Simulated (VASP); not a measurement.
## Mg: single point with PBE0

Mg:

```
CELL_PARAMETERS angstrom
3.18741 0.00000 0.00000
-1.59370 2.76038 0.00000
0.00000 0.00000 5.10562
ATOMIC_POSITIONS crystal
Mg 0.33333 0.66667 0.25000
Mg 0.66667 0.33333 0.75000
```

* Program: VASP 6.6.1
* Task: single point
* Functional: PBE0
* Potentials or basis: VASP PAW PBE potentials, release 64 (Mg)
* Cutoff: 520 eV
* k mesh: 9 × 9 × 4
* Occupations: gaussian, width 0.1 eV
* Spin: no spin polarisation
* Grid for exact exchange (PRECFOCK): Fast
* Exchange at q = 0: truncated
* Further INCAR settings: ALGO = Normal; EDIFF = 1e-06

* Pressure: 0.4 GPa
* Band gap on the k mesh: none (metal or under the smearing width)

Stress tensor (GPa, compression positive):
```
0.28 0.00 0.00
0.00 0.28 0.00
0.00 0.00 0.76
```

Levels at points of the mesh, in eV from the Fermi level:
```tsv
k point	band 1	band 2	band 3	band 4	band 5	band 6
(0.00, 0.00, 0.00)	-8.47	-2.26	-1.57	12.12	12.12	12.29
(0.00, 0.00, 0.50)	-6.90	-6.90	6.27	6.27	12.92	12.92
```

Wall time 5.3 min on 1 thread of Intel(R) Xeon(R) 6975P-C (Granite Rapids), on a shared host, peak memory 0.19 GiB.

Caveat: the PAW data sets were made with another functional, which shifts forces and pressure a little.
